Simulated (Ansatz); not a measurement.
The system is PbS.

```
CELL_PARAMETERS angstrom
2.11266 1.21975 3.45192
-2.11266 1.21975 3.45192
0.00000 -2.43949 3.45192
ATOMIC_POSITIONS crystal
Pb 0.98057 0.98057 0.98057
S 0.47504 0.47504 0.47504
```

The cell is a database's computed one.

Program: Ansatz 0.2.0. Alike in all runs: task band structure; potentials or basis Ansatz PAW; no spin polarisation; cell as given; k mesh 8 × 8 × 8; smearing fermi-dirac 0.05 eV.

**Question.** Order these runs on this cell by their pressure, lowest first.
A. level PBEsol; cutoff (eV) 420
B. level r2SCAN; cutoff (eV) 500
C. level LDA; cutoff (eV) 420

**Answer.** C (-3.7 GPa), A (-2.0 GPa), B (0.0 GPa).

Caveats: the PAW data sets come from PBE, with cores solved anew for the run's functional, which leaves a small shift of forces and pressure.
